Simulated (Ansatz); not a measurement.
Wanted: the native input for an Ansatz 0.2.0 run.

```yaml
Task: single point
Functional: PBEsol
Dispersion: D3(BJ)
Potentials_or_basis: Ansatz PAW
Cutoff: "420 eV (not typed: the program's choice for these potentials)"
k_mesh: 6 × 6 × 6
Occupations: fermi-dirac, width 0.1 eV
Spin: spin-orbit coupling, no magnetisation
```

GaP:

```
CELL_PARAMETERS angstrom
0.00000 2.72525 2.72525
2.72525 0.00000 2.72525
2.72525 2.72525 0.00000
ATOMIC_POSITIONS crystal
Ga 0.00000 0.00000 0.00000
P 0.75000 0.75000 0.75000
```

These files were run (other wordings do the same):

input.yaml

```yaml
crystal:
  lattice:
    - [0.0, 2.72525, 2.72525]
    - [2.72525, 0.0, 2.72525]
    - [2.72525, 2.72525, 0.0]
  atoms:
    - { symbol: Ga, position: [0.0, 0.0, 0.0] }
    - { symbol: P, position: [0.75, 0.75, 0.75] }
hamiltonian:
  xc: pbesol
  pseudopotentials: { kind: paw_fr }
  dispersion: d3bj
magnetization:
  noncollinear: true
  spin_orbit: true
kpoints:
  mp_grid: { grid: [6, 6, 6] }
scf:
  occupations: { method: fermi_dirac, width: 0.1 }
output:
  forces: true
  stress: true
  eigenvalues: true
```

Potentials or basis: Ansatz PAW.

Run with:

```console
$ ansatz run input.yaml --threads 2 --pin off --max-ram 5632MiB --backend cpu --events-out ev --progress --plain --runs-dir out
```

Results of the run:

```json
{
 "Pressure": "-2.8 GPa",
 "Band gap on the k mesh": "1.48 eV, indirect (least direct gap 1.71 eV)"
}
```

Caveat: the PAW data sets come from PBE, with cores solved anew for the run's functional, which leaves a small shift of forces and pressure.

Run time: 2.5 s on 2 threads of Arm Neoverse V1, on a shared host, peak memory 0.39 GiB.
